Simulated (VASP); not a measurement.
A VASP calculation is set up with these files.

**KPOINTS**
```
Regular mesh
0
Gamma
 8 8 8
0 0 0
```

INCAR:
```
SYSTEM = AlSb
PREC = Accurate; ENCUT = 520; LREAL = .FALSE.
LASPH = .TRUE.
EDIFF = 1E-7; NELM = 100; ALGO = Normal
LMAXMIX = 4
ISMEAR = -5
GGA = PE
ISIF = 2
LWAVE = .FALSE.; LCHARG = .TRUE.; LORBIT = 11
NEDOS = 601
```

POSCAR:
```
AlSb
1
    0.0000000000     3.1159988106     3.1159988106
    3.1159988106     0.0000000000     3.1159988106
    3.1159988106     3.1159988106     0.0000000000
Al Sb
1 1
Direct
  0.0000000000   0.0000000000   0.0000000000
  0.2500000000   0.2500000000   0.2500000000
```

POTCAR, in this order: Al Sb (PBE.64 set). Program: vasp_std.

Question: Translate this PBE calculation to Ansatz.

Answer: One equivalent input (not run):
Ansatz 0.2 input:
```yaml
crystal:
  lattice:
    - [0.0000000, 3.1159988, 3.1159988]
    - [3.1159988, 0.0000000, 3.1159988]
    - [3.1159988, 3.1159988, 0.0000000]
  atoms:
    - { symbol: Al, position: [0.0000000, 0.0000000, 0.0000000] }
    - { symbol: Sb, position: [0.2500000, 0.2500000, 0.2500000] }
kpoints:
  mp_grid: { grid: [8, 8, 8] }
hamiltonian:
  xc: pbe
  pseudopotentials: { kind: paw }
scf:
  occupations: { method: tetrahedron }
  max_iter: 100
output: { forces: true, stress: true, eigenvalues: true }
```
Limits of the translation: each code has its own PAW files, so the cut-off isn't converted (ENCUT is set for VASP's; basis.ecutwfc is left out, and Ansatz then takes the one that its files recommend); Ansatz stops its SCF on the density residual and VASP on the energy change (EDIFF).

The compound is AlSb in the zinc blende structure. It was relaxed first.
